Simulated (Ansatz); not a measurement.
Band structure of Na

```
Na
1.0
     3.74857    0.00000    0.00000
    -1.87428    3.24635    0.00000
     0.00000    0.00000    6.09153
Na
2
Direct
  0.33333 0.66667 0.25000
  0.66667 0.33333 0.75000
```

Atoms are numbered in the order listed.

The structure comes from a relaxation in the same program, started in the hcp type, and has space group P6_3/mmc. Whether it is a known phase or the ground state wasn't checked.

Level of theory: Ansatz 0.2.0, DFT, PBE, all-electron LAPW, scalar-relativistic.

The runs use a Γ-centred 12×12×7 k mesh, Fermi–Dirac smearing of 0.08 eV, basis error target 0.25 meV/atom, no spin polarisation.

Points in fractions of the reciprocal vectors of this cell: Γ (0, 0, 0), M (0.5, 0, 0), K (0.333, 0.333, 0), A (0, 0, 0.5), L (0.5, 0, 0.5), H (0.333, 0.333, 0.5). The path joins them by straight lines in the order Γ–M–K–Γ–A–L–H–A–L; legs that retrace an earlier one aren't tabulated. Energies are in eV from the Fermi level.

(1) Metal or insulator at this level of theory?

(2) Tabulate bands 7 to 11, counted from the lowest band of the run, along the path.

## Answers

(1) No gap opens: metallic or semimetallic.

(2) 
```
k (1/Å)  point  band 7  band 8  band 9  band 10  band 11
   0.00      Γ  -24.90  -24.90   -3.28     0.58     0.99
   0.14         -24.90  -24.90   -3.20     0.64     1.06
   0.28         -24.90  -24.90   -2.98     0.84     1.28
   0.41         -24.90  -24.90   -2.60     1.18     1.64
   0.55         -24.90  -24.90   -2.09     1.65     2.09
   0.69         -24.91  -24.90   -1.43     2.25     2.27
   0.83         -24.91  -24.90   -0.63     1.32     3.00
   0.97      M  -24.91  -24.90    0.23     0.35     3.87
   1.05         -24.91  -24.91    0.25     0.37     3.89
   1.13         -24.91  -24.91    0.32     0.44     3.96
   1.21         -24.91  -24.91    0.44     0.56     3.99
   1.29         -24.91  -24.91    0.60     0.73     3.40
   1.37         -24.91  -24.91    0.80     0.94     2.74
   1.45         -24.91  -24.91    1.05     1.19     2.08
   1.53      K  -24.91  -24.91    1.29     1.49     1.49
   1.69         -24.91  -24.91    0.22     2.09     2.17
   1.85         -24.91  -24.91   -0.83     2.73     2.82
   2.01         -24.91  -24.90   -1.69     2.01     2.42
   2.16         -24.90  -24.90   -2.38     1.38     1.84
   2.32         -24.90  -24.90   -2.88     0.93     1.38
   2.48         -24.90  -24.90   -3.18     0.66     1.09
   2.64      Γ  -24.90  -24.90   -3.28     0.58     0.99
   2.72         -24.90  -24.90   -3.25     0.20     1.40
   2.79         -24.90  -24.90   -3.19    -0.29     2.00
   2.86         -24.90  -24.90   -3.08    -0.75     2.64
   2.94         -24.90  -24.90   -2.93    -1.18     3.33
   3.01         -24.90  -24.90   -2.74    -1.57     4.05
   3.09         -24.90  -24.90   -2.51    -1.93     4.80
   3.16      A  -24.90  -24.90   -2.24    -2.24     5.58
   3.30         -24.90  -24.90   -2.17    -2.17     5.64
   3.44         -24.90  -24.90   -1.94    -1.94     5.80
   3.57         -24.90  -24.90   -1.58    -1.58     5.86
   3.71         -24.91  -24.91   -1.07    -1.07     4.77
   3.85         -24.91  -24.91   -0.43    -0.43     3.52
   3.99         -24.91  -24.91    0.35     0.35     2.37
   4.13      L  -24.91  -24.91    1.05     1.05     1.53
   4.21         -24.91  -24.91    1.08     1.08     1.55
   4.29         -24.91  -24.91    1.14     1.14     1.63
   4.37         -24.91  -24.91    1.25     1.25     1.74
   4.45         -24.91  -24.91    1.41     1.41     1.90
   4.53         -24.91  -24.91    1.61     1.61     2.08
   4.61         -24.91  -24.91    1.85     1.85     2.25
   4.69      H  -24.91  -24.91    2.07     2.07     2.23
   4.85         -24.91  -24.91    1.17     1.17     2.87
   5.01         -24.91  -24.91    0.16     0.16     3.76
   5.16         -24.91  -24.91   -0.69    -0.69     4.84
   5.32         -24.91  -24.91   -1.36    -1.36     6.00
   5.48         -24.90  -24.90   -1.85    -1.85     5.87
   5.64         -24.90  -24.90   -2.14    -2.14     5.66
   5.80      A  -24.90  -24.90   -2.24    -2.24     5.58
```
